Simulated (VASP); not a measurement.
A run of VASP 6.6.1:

Contents of INCAR:

```
PREC     = Accurate       # precision mode
ENCUT    = 520            # plane-wave cutoff, eV
EDIFF    = 1E-7           # SCF threshold, eV
ISMEAR   = -1             # smearing method
SIGMA    = 0.05           # smearing width, eV
LREAL    = False          # projectors in reciprocal space
LASPH    = True           # aspherical terms in the spheres
NELM     = 60             # most SCF steps
ALGO     = Normal         # electronic algorithm
ISIF     = 2              # what is computed and relaxed
LWAVE    = False          # write WAVECAR
LCHARG   = False          # write CHGCAR
GGA      = PE             # functional
NBANDS   = 15             # bands
```

File KPOINTS:

```
Automatic mesh
0
Gamma
  7 7 7
```

POSCAR

```
RbBr
1.0
    4.1260773000      0.0000000000      0.0000000000
    0.0000000000      4.1260773000      0.0000000000
    0.0000000000      0.0000000000      4.1260773000
Rb Br
1 1
Direct
   -0.0070150000      0.0053080000     -0.0074170000
    0.4916270000      0.5062970000      0.5044660000
```

Potentials or basis: VASP PAW PBE potentials, release 64 (Rb_sv, Br).

Command:

```sh
$ cat potpaw_PBE.64/Rb_sv/POTCAR potpaw_PBE.64/Br/POTCAR > POTCAR
$ mpirun -np 1 vasp_std > vasp.out
```

Hardware: 1 thread of Intel(R) Xeon(R) 6975P-C (Granite Rapids), with other jobs on the host.

**Question.** How long does it take, and how much memory?

**Answer.** Wall time 40 s on 1 thread of Intel(R) Xeon(R) 6975P-C (Granite Rapids), with other jobs on the host, peak memory 0.3 GiB. Counts: scf iterations 13, k points 172.
